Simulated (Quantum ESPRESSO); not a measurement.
**Tc: band structure with PBE**

Tc:

```xyz
2
Lattice="2.7400 0.0000 0.0000 -1.3700 2.3729 0.0000 0.0000 0.0000 4.3980" Properties=species:S:1:pos:R:3 pbc="T T T"
Tc    1.3700    0.7910    3.2985
Tc    0.0000    1.5819    1.0995
```

| Quantity | Value |
| --- | --- |
| Program | Quantum ESPRESSO 7.5 |
| Task | band structure |
| Functional | PBE |
| Potentials or basis | SPMS 1.0 PBE |
| Cutoff | 952 eV |
| Density cutoff | 3810 eV |
| k mesh | 11 × 11 × 6 |
| Occupations | fermi-dirac, width 0.05 eV |
| Spin | no spin polarisation |
| Mixing beta | 0.5 |
| Most SCF iterations | 120 |
| SCF threshold | 4e-10 Ry |

```
Pressure               : 2.7 GPa
Band gap on the k mesh : none (metal or under the smearing width)
```

Stress tensor (GPa, compression positive):
```
2.82 0.00 0.00
0.00 2.82 0.00
0.00 0.00 2.55
```

Levels at the corners of the path, in eV from the Fermi level:
| point | band 13 | band 14 | band 15 | band 16 | band 17 | band 18 |
| --- | --- | --- | --- | --- | --- | --- |
| Γ | -1.50 | -0.84 | -0.84 | -0.12 | -0.12 | 1.72 |
| M | -1.14 | -0.90 | -0.51 | 2.93 | 3.32 | 3.36 |
| K | -1.88 | -1.88 | -0.04 | 2.31 | 2.31 | 2.70 |
| Γ | -1.50 | -0.84 | -0.84 | -0.12 | -0.12 | 1.72 |
| A | -1.69 | -1.69 | -1.69 | -1.69 | 1.86 | 1.86 |
| L | 0.15 | 0.15 | 1.46 | 1.46 | 3.18 | 3.18 |
| H | -1.76 | -1.76 | -0.09 | -0.09 | 2.62 | 2.62 |
| A | -1.69 | -1.69 | -1.69 | -1.69 | 1.86 | 1.86 |
| L | 0.15 | 0.15 | 1.46 | 1.46 | 3.18 | 3.18 |
| M | -1.14 | -0.90 | -0.51 | 2.93 | 3.32 | 3.36 |
| K | -1.88 | -1.88 | -0.04 | 2.31 | 2.31 | 2.70 |
| H | -1.76 | -1.76 | -0.09 | -0.09 | 2.62 | 2.62 |

Run time: 37 s on 1 thread of AMD EPYC 7B13 (Zen 3), on a shared host, peak memory 0.09 GiB.
